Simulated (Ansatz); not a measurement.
Rocksalt NaCl, relaxed with r2SCAN in Ansatz: the symmetry is Fm-3m (No. 225, cubic); a = 5.605 Å in the conventional setting, 22.02 Å³ an atom. Around Na lie 6 Cl at 2.80 Å; around Cl lie 6 Na at 2.80 Å. The primitive cell holds 2 atoms in 44.03 Å³. Spin-unpolarised throughout; all numbers are computed.

Computed values: HSE06 (6×6×6) gives a least gap of 6.56 eV, direct. In PBE's bands the lowest conduction level rises by 0.118 eV from Γ to the point 0.1121 1/Å along Γ–X; the direct gap at Γ is 5.18 eV. r2SCAN's ε∞ is 2.41.

(1) What is the density?

(2) At what wavelength does absorption set in by HSE06, excitons left aside?

(3) Estimate the electron mass at Γ from the rise of PBE's conduction level.

(4) What refractive index and reflectivity at normal incidence follow, below the gap and above the phonons?

## Answers

(1) The cell holds 1 Na, 1 Cl: M = 1×22.990 + 1×35.450 = 58.44 u in V = 44.03 Å³. ρ = 1.66054 × M/V = 1.66054 × 58.44/44.03 = 2.204 g/cm³, for the static r2SCAN lattice.

(2) λ = 1239.84 eV nm/E: 189 nm for the least gap. That lies in the ultraviolet, so by this gap the crystal is transparent to visible light.

(3) A parabola gives m*/mₑ = (ħ²/2mₑ) k²/ΔE = 3.810 × 0.1121²/0.118 = 0.406. The band flattens away from Γ; with E(1 + E/E_g) = ħ²k²/2m* the mass at the edge is 0.406/(1 + 0.118/5.18) = 0.397 (1/E_g is only a rough value for the bending). It is PBE's mass, and a gap that is too small makes it too light.

(4) n = √2.41 = 1.552; R = ((n − 1)/(n + 1))² = (0.552/2.552)² = 4.7 % a face.

The meshes of the hybrids are coarse, so their gaps aren't converged to the digits shown.
